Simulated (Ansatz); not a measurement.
# AlRu: relaxation of cell and atoms with PBE

AlRu:

```xyz
2
Lattice="2.9916 0.0000 0.0000 0.0000 2.9916 0.0000 0.0000 0.0000 2.9916" Properties=species:S:1:pos:R:3 pbc="T T T"
Ru    1.4958    1.4958    1.4958
Al    0.0000    0.0000    0.0000
```

```json
{
 "Program": "Ansatz 0.2.0",
 "Task": "relaxation of cell and atoms",
 "Functional": "PBE",
 "Potentials or basis": "Ansatz PAW",
 "Cutoff": "420 eV (not typed: the program's choice for these potentials)",
 "k mesh": "9 × 9 × 9",
 "Occupations": "fermi-dirac, width 0.05 eV",
 "Spin": "no spin polarisation",
 "Target pressure": "30 GPa",
 "Target pressure (GPa)": "30"
}
```

```yaml
Relaxed_volume: 12.09 Å³/atom
Relaxed_cell: a = 2.891 Å, b = 2.891 Å, c = 2.891 Å, α = 90.00°, β = 90.00°, γ = 90.00°
Space_group_after_relaxing_to_0.05_Å: Pm-3m (No. 221)
Energy_change_on_relaxing_the_enthalpy_is_what_falls: +122.5 meV/atom
Ionic_steps: 5
Pressure_after_relaxing: 30.0 GPa
Band_gap_on_the_k_mesh: none (metal or under the smearing width)
```

Step by step:
```csv
step,energy change (eV),largest force (eV/Å),volume (Å³)
1,0.0000,0.0000,26.77
2,0.5115,0.0000,23.05
3,0.2122,0.0000,24.35
4,0.2438,0.0000,24.17
5,0.2450,0.0000,24.17
```

Final structure:
```xyz
2
Lattice="2.8913 0.0000 0.0000 0.0000 2.8913 0.0000 0.0000 0.0000 2.8913" Properties=species:S:1:pos:R:3 pbc="T T T"
Ru    1.4457    1.4457    1.4457
Al    0.0000    0.0000    0.0000
```

Levels at points of the mesh, in eV from the Fermi level:
| k point | band 8 | band 9 | band 10 | band 11 | band 12 | band 13 |
| --- | --- | --- | --- | --- | --- | --- |
| (0.00, 0.00, 0.00) | 0.28 | 0.28 | 0.28 | 6.69 | 6.69 | 6.69 |

It took 2.4 s on 2 threads of Arm Neoverse V2 (shared host), peak memory 0.28 GiB.

Caveat: the plane-wave basis is chosen anew once the cell has moved, so the energies of steps on either side of that aren't comparable.
